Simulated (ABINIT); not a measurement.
BN:

```
N B
1.0
     4.88009    0.00000    0.00000
     0.00000    2.59146    0.00000
     0.00000    0.00000    4.29205
N B
4 4
Direct
  0.32113 0.75000 0.10649
  0.67887 0.25000 0.89351
  0.17887 0.25000 0.60649
  0.82113 0.75000 0.39351
  0.34041 0.25000 0.90710
  0.15959 0.75000 0.40710
  0.84041 0.25000 0.59290
  0.65959 0.75000 0.09290
```

Measurements of this composition are mostly on another form, of space group No. 194.

```yaml
Program: ABINIT 10.8.3 (patched build)
Task: single point
Functional: PBE
Potentials_or_basis: JTH PAW PBE v2.0
Cutoff: 707 eV
k_mesh: 6 × 10 × 6
Occupations: fermi-dirac, width 0.05 eV
Spin: no spin polarisation
```

On this cell: pressure -0.1 GPa; largest force 0.056 eV/Å; band gap on the k mesh 5.65 eV, indirect (least direct gap 6.25 eV).

The same run follows on a disturbed copy (atoms moved at random, drawn with an rms of 0.05 Å):

```xyz
8
Lattice="4.8801 0.0000 0.0000 0.0000 2.5915 0.0000 0.0000 0.0000 4.2920" Properties=species:S:1:pos:R:3 pbc="T T T"
N     1.5946    1.9825    0.4465
N     3.3191    0.6172    3.8446
N     0.8995    0.6801    2.5970
N     4.0528    1.9464    1.6882
B     1.6226    0.6780    3.9185
B     0.7678    1.8932    1.7853
B     4.1512    0.7253    2.5279
B     3.2351    1.9702    0.4291
```

Q: What changes?

A: The energy moves by +49.9 meV/atom; pressure 2.6 GPa; largest force 3.313 eV/Å; band gap on the k mesh 5.31 eV, indirect (least direct gap 5.77 eV).

Forces on the atoms (eV/Å):
```
N   -1.145 -0.733  1.648
N    0.632  1.689 -0.553
N   -0.174 -1.600  1.079
N   -0.523  1.291 -0.167
B    1.381  0.119 -0.521
B    1.149  2.494 -1.854
B   -1.116 -2.238  1.590
B   -0.205 -1.021 -1.221
```

Stress tensor (GPa, compression positive):
```
 2.28  0.58  2.33
 0.58  4.98 -6.68
 2.33 -6.68  0.66
```

Caveats: the atomic spheres overlap.

A k mesh can miss the band edges.
